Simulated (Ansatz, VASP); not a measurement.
**Te in VASP and in Ansatz**

Contents of INCAR:

```
SYSTEM = Te
PREC = Accurate ; ENCUT = 520
EDIFF = 1E-7 ; ISMEAR = -1
SIGMA = 0.05 ; LREAL = .FALSE.
LASPH = .TRUE. ; NELM = 80
ALGO = Normal ; ISIF = 2
LWAVE = .FALSE. ; LCHARG = .FALSE.
GGA = PE ; NBANDS = 16
```

The input KPOINTS:

```
regular mesh
0
G
  7 7 5
  0 0 0
```

POSCAR

```
Te
1.0
    3.7423024554     -2.1043494257      0.0000000000
    3.7423024554      2.1043494257      0.0000000000
   -0.0923660238      0.0000000000      5.8540953882
Te
3
Direct
    0.0000000000      0.0000000000      0.0000000000
    0.3094466100      0.3094466100      0.3388094900
    0.6905533900      0.6905533900      0.6611905100
```

File input.yaml:

```yaml
crystal:
  lattice:
    - [3.7423024554, -2.1043494257, 0.0]
    - [3.7423024554, 2.1043494257, 0.0]
    - [-0.0923660238, 0.0, 5.8540953882]
  atoms:
    - { symbol: Te, position: [0.0, 0.0, 0.0] }
    - { symbol: Te, position: [0.30944661, 0.30944661, 0.33880949] }
    - { symbol: Te, position: [0.69055339, 0.69055339, 0.66119051] }
hamiltonian:
  xc: pbe
  pseudopotentials: { kind: paw }
kpoints:
  mp_grid: { grid: [7, 7, 5] }
scf:
  occupations: { method: fermi_dirac, width: 0.05 }
output:
  forces: true
  stress: true
  eigenvalues: true
```

Change from the starting cell: volume scaled by 0.94.

Alike in both runs: task single point; functional PBE; k mesh 7 × 7 × 5; occupations fermi-dirac, width 0.05 eV; no spin polarisation.

|  | VASP | Ansatz |
| --- | --- | --- |
| version | VASP 6.6.1 | Ansatz 0.2.0 |
| potentials or method | VASP PAW PBE potentials, release 64 (Te) | Ansatz PAW |
| plane-wave cutoff (eV) | 520 | 420 |
| valence electrons in the cell | 18 | 48 |

VASP gave:

- gap on the k mesh at the Fermi level (eV): none
- pressure (GPa): 4.3
- largest component of the traceless stress (GPa): 0.60
- rms of the force components (eV/Å): 0.143

Task: Which values does Ansatz return?

Result: gap on the k mesh at the Fermi level (eV): none; pressure (GPa): 4.3; largest component of the traceless stress (GPa): 0.59; rms of the force components (eV/Å): 0.139.

Atom by atom the forces differ by 0.003 eV/Å (rms over components). A gap of «none» marks a metal or a gap that the smearing closes. With one functional, cell and mesh, what is left measures potentials, basis and numerics. The two sets of potentials don't hold the same shells in valence.

Spin-orbit coupling is left out, which matters for the levels of Te.
